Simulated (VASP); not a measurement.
A run of VASP 6.6.1 is set up as follows.

The input run.py:

```python
from ase.calculators.vasp import Vasp
from ase.dft.dos import DOS
from ase.spacegroup import crystal

atoms = crystal(
    ['H'],
    basis=[[0.0, 0.0, 0.09013771]],
    spacegroup=139,
    setting=1,
    cellpar=[3.38306894, 3.38306894, 4.11694798, 90.0, 90.0, 90.0],
    primitive_cell=True,
)
calc = Vasp(
    directory='calc',
    xc='r2scan',
    pp='PBE',
    setups={'base': 'minimal', 'H': '_h'},
    prec='Accurate',
    encut=900,
    ediff=1e-06,
    ismear=-5,
    sigma=0.05,
    lreal=False,
    lasph=True,
    nelm=100,
    algo='Normal',
    isif=2,
    lwave=False,
    lcharg=False,
    lmixtau=True,
    ivdw=12,
    vdw_s6=1.0,
    vdw_s8=0.78981345,
    vdw_a1=0.49484001,
    vdw_a2=5.73083694,
    lorbit=11,
    kpts=[11, 11, 11],
    gamma=True,
    nbands=8,
)
atoms.calc = calc

print('energy (eV):', atoms.get_potential_energy())
print('free energy (eV):', atoms.get_potential_energy(force_consistent=True))
print('forces (eV/A):')
print(atoms.get_forces())
print('stress (eV/A^3, Voigt):', atoms.get_stress())
print('Fermi level (eV):', calc.get_fermi_level())
dos = DOS(calc, width=0.2, window=(-10, 10), npts=301)
print('E - E_F (eV), DOS (1/eV)')
for e, g in zip(dos.get_energies(), dos.get_dos()):
    print(f'{e:8.3f} {g:10.4f}')
```

Potentials or basis: VASP PAW PBE potentials, release 64 (H_h).

Launch:

```sh
$ python run.py
```

Question: Predict the largest force.

Answer: 0.007 eV/Å.

Question: Predict the pressure.

Answer: -0.1 GPa.

Question: Estimate the dispersion energy per atom.

Answer: -0.010 eV.

Question: Estimate the band gap on the k mesh.

Answer: 9.77 eV, indirect (least direct gap 10.57 eV).

Forces on the atoms (eV/Å):
```
H    0.000  0.000  0.007
H    0.000  0.000 -0.007
```

Caveat: the PAW data sets were made with another functional, which shifts forces and pressure a little; an odd mesh through Γ misses points on the zone boundary, where band edges often lie.
